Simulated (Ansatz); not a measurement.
## BaZrO₃: least direct gap against volume per atom

Band levels at named k points (names of the unstrained cell) at fixed atoms, from the valence top (v1 top filled band, c1 lowest empty), gap the least over mesh, points and any path between them, spin-unpolarised plane waves, DDH-PBE0 mixes 1/eps_inf of exact exchange. The results are calculated, by Ansatz 0.2.0.

Cell of the first row (space group Pm-3m, No. 221):
```
CELL_PARAMETERS angstrom
4.03710 0.00000 0.00000
0.00000 4.03710 0.00000
0.00000 0.00000 4.03710
ATOMIC_POSITIONS crystal
Ba 0.00000 0.00000 0.00000
Zr 0.50000 0.50000 0.50000
O 0.50000 0.50000 0.00000
O 0.50000 0.00000 0.50000
O 0.00000 0.50000 0.50000
```

Settings of every row: periodic directions 3; functional r2SCAN; spin orbit yes; potentials PAW; wave cutoff 500 eV; k mesh 6x6x6; smearing width 0 eV.

Point:
| name | a (fraction of the reciprocal vector) | b (fraction of the reciprocal vector) | c (fraction of the reciprocal vector) |
| --- | --- | --- | --- |
| Gamma | 0 | 0 | 0 |
| X | 0 | 0.5 | 0 |
| M | 0.5 | 0.5 | 0 |
| R | 0.5 | 0.5 | 0.5 |

Limits: semilocal functionals tend to give too small a gap.

| row | volume per atom (Å³) | least direct gap (eV) | band gap (eV) |
| --- | --- | --- | --- |
| 1 | 13.16 | 3.983 | 3.983 |
| 2 | 13.575 | 3.978 | 3.929 |
| 3 | 14 | 3.961 | 3.855 |
| 4 | 14.433 | 3.932 | 3.778 |
| 5 | 14.874 | 3.893 | 3.7 |
| 6 | 15.325 | ? | ? |
| 7 | 15.785 | 3.791 | 3.537 |
| 8 | 16.254 | 3.73 | 3.453 |
| 9 | 16.732 | 3.664 | 3.368 |

Question: what least direct gap should row 6 give?

Worked fit of least direct gap. Take t = volume per atom − 15, in Å³. The shown rows have t = -1.84, -1.425, -1, -0.567, -0.126, 0.785, 1.254, 1.732. Least squares give least direct gap = 3.8825 − 0.0941 × t − 0.02007 × t² eV; a straight line predicts inner rows, each left out in turn, worse (root mean square 0.021 against 0.0046 eV). The rows lie off it by -0.005, 0.002, 0.004, 0.003, -0.001, -0.005, -0.003, 0.005 (root mean square 0.0038 eV), a smooth pattern that one more power would take up: the form is only approximate. The withheld row has t = 0.325, so the fit gives 3.8825 − 0.0941 × (0.325) − 0.02007 × (0.325)² = 3.850 eV.

The calculation gave 3.845 eV. The fit lies 0.005 eV (1.6 % of the column's range) above it; its largest miss of a shown row is 0.005 eV.

The other values of row 6: band gap 3.619 eV.
